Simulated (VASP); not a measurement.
**VASP inputs for HgSe (zincblende)**

INCAR

```
LWAVE = .FALSE.
EDIFF = 1E-7
GGA = PE
ISIF = 2
PREC = Accurate
NSW = 0
SIGMA = 0.02
LCHARG = .FALSE.
LASPH = .TRUE.
ISMEAR = -1
NBANDS = 16
NELM = 120
ENCUT = 520
LREAL = .FALSE.
IBRION = -1
```

KPOINTS

```
KPOINTS created by Atomic Simulation Environment
0
Gamma
8 8 8
0 0 0
```

KPOINTS_OPT

```
special points
6
Reciprocal
0.0000000000 0.0000000000 0.0000000000 1
0.5000000000 0.0000000000 0.5000000000 1
0.5000000000 0.2500000000 0.7500000000 1
0.3750000000 0.3750000000 0.7500000000 1
0.5000000000 0.5000000000 0.5000000000 1
0.6250000000 0.2500000000 0.6250000000 1
```

POSCAR

```
Hg Se
 1.0000000000000000
    -0.0000000000000000    3.0926650950901058    3.0926650950901058
     3.0926650950901058    0.0000000000000000    3.0926650950901058
     3.0926650950901058    3.0926650950901058    0.0000000000000000
 Hg  Se
   1   1
Cartesian
  0.0000000000000000  0.0000000000000000 -0.0000000000000000
  1.5463325475450529  1.5463325475450529  1.5463325475450529
```

VASP ran with the recommended PBE PAW datasets (18 valence electrons in the cell).

Q: Predict the results.

A: gap between bands v and c 0.00 eV; least direct gap 0.00 eV; pressure 1.9 GPa.

Band v is the last that the valence electrons fill when counted band by band, and c is the next. Levels in eV from the top of v:

```csv
point,v−1,v,c,c+1
Γ,0.00,0.00,0.00,5.55
X,-2.09,-2.09,2.73,3.12
W,-2.48,-2.23,3.47,5.17
K,-2.64,-1.71,2.88,4.50
L,-0.88,-0.88,1.11,6.27
```
